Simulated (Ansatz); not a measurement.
Program: Ansatz. Geometries: PBE0-D4/def2-TZVP. ΔE: electronic, gas phase. CCSD(T)/CBS is the MP2 limit (def2-TZVPP, def2-QZVPP) plus CCSD(T) − MP2 in def2-TZVPP, frozen cores. DFT in def2-TZVPP. For Ge outer-core shells are correlated without core-valence functions, which leaves a few kJ/mol of doubt a bond. Scalar relativity is left out up to krypton. Each species was taken in one conformer, which may not be the lowest.

`C[CH2][Al]([CH3])[F]` + `O=C[O][GeH3]` → `[CH3][Al]([F])[O][GeH3]` + `CCC=O`  (formal exchange of groups at the Al–C bond)

Problem. Is it downhill or uphill in electronic energy at CCSD(T)/CBS, and by how much? (Best estimate.)

Solution. Computed: Downhill: ΔE = -115.4 kJ/mol.

Problem. What do these levels give: r2SCAN-D4, CCSD(T)/def2-TZVPP, HF/def2-QZVPP, HF/CBS(def2), MP2/CBS(def2), CCSD/CBS(def2)? (Best estimate.)

Solution. The calculation gave: r2SCAN-D4 -101.6, CCSD(T)/def2-TZVPP -114.3, HF/def2-QZVPP -133.5, HF/CBS(def2) -133.7, MP2/CBS(def2) -117.2, CCSD/CBS(def2) -120.5 kJ/mol.

Largest T1 diagnostic among the species: 0.015.

From PBE to PBE0 (25 % exact exchange), in def2-TZVPP and without D4, ΔE moves by −9.0 kJ/mol. In def2-TZVPP, CCSD(T) changes the Hartree–Fock value by +17.0 kJ/mol (the triples alone add +5.1 kJ/mol) and MP2 by +15.3 kJ/mol.
